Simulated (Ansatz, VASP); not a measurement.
Given: the input of a run of Ansatz 0.2.0 on SiC (Moissanite). 

input.yaml

```yaml
crystal:
  lattice:
    - [3.076, 0.0, 0.0]
    - [-1.538, 2.663894142, 0.0]
    - [0.0, 0.0, 5.048]
  atoms:
    - { symbol: Si, position: [0.6666666667, 0.3333333333, 0.5] }
    - { symbol: Si, position: [0.3333333333, 0.6666666667, 0.0] }
    - { symbol: C, position: [0.6666666667, 0.3333333333, 0.885] }
    - { symbol: C, position: [0.3333333333, 0.6666666667, 0.385] }
hamiltonian:
  xc: pbe
  pseudopotentials: { kind: paw }
kpoints:
  mp_grid: { grid: [10, 10, 5] }
scf:
  occupations: { method: gaussian, width: 0.015 }
output:
  forces: true
  stress: true
  eigenvalues: true
```

Potentials or basis: Ansatz PAW.

The run is started by

```bash
$ ansatz run input.yaml --threads 2 --pin off --max-ram 5632MiB --backend cpu --events-out ev --progress --plain --runs-dir out
```

**Question.** Translate it to VASP 6.6.1. Potentials or basis there: PBE PAW files C, Si, 520 eV.

**Answer.** As run (cutoffs and basis follow the program's own potentials, and thresholds, step limits or extra output files can differ):

INCAR

```
PREC = Accurate
ENCUT = 520
EDIFF = 1E-7
ISMEAR = 0
SIGMA = 0.015
LREAL = False
LASPH = True
NELM = 100
ALGO = Fast
ISIF = 2
LWAVE = False
LCHARG = False
GGA = PE
```

The input KPOINTS:

```
regular mesh
0
Gamma
  10 10 5
```

The input POSCAR:

```
SiC
1.0
    3.0760000000      0.0000000000      0.0000000000
   -1.5380000000      2.6638941420      0.0000000000
    0.0000000000      0.0000000000      5.0480000000
Si C
2 2
Direct
    0.6666666667      0.3333333333      0.5000000000
    0.3333333333      0.6666666667      0.0000000000
    0.6666666667      0.3333333333      0.8850000000
    0.3333333333      0.6666666667      0.3850000000
```

Potentials or basis: VASP PAW PBE potentials, release 64 (Si, C).

Run with:

```bash
$ cat potpaw_PBE.64/Si/POTCAR potpaw_PBE.64/C/POTCAR > POTCAR
$ mpirun -np 1 vasp_std > vasp.out
```

Both were run:

|  | Ansatz | VASP |
| --- | --- | --- |
| Pressure | 3.7 GPa | 3.6 GPa |
| Largest force | 0.753 eV/Å | 0.753 eV/Å |

Ansatz's pressure holds a Pulay term of +0.29 GPa for its cutoff of 420 eV, which the other run lacks.

Where Ansatz's input types no cutoff or centring, it takes its own default and a Γ-centred mesh.

Pressure is positive in compression.
